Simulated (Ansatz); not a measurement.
**Thickness series in AlSb**

The reference is AlSb in the zinc blende structure (space group F-43m, No. 216; a = 6.177 Å). Axes: x, y, z lie along the cube axes.

Free-standing slabs (2 atom(s) a layer) normal to [110] with 15 Å of vacuum; in-plane cell held at bulk.

Calculations: Ansatz (a quantum-chemistry and plane-wave program), r2SCAN, PAW, cutoff 500 eV, scalar-relativistic without spin-orbit coupling.

For the base:

The band gap is 1.51 eV.

Task: The aim is a band gap between 0.79 eV and 0.88 eV. Which of these changes reaches it?
A. 3 layers
B. 6 layers
C. 5 layers
D. 4 layers

Result: C, 5 layers. It gives 0.83 eV; 6 layers gives 0.97 eV; 4 layers gives 1.05 eV; 3 layers gives 0.30 eV. Changes not listed may reach it too

Spin-orbit coupling, missing from the scalar runs, can matter with Sb. No phonon test of stability was made.
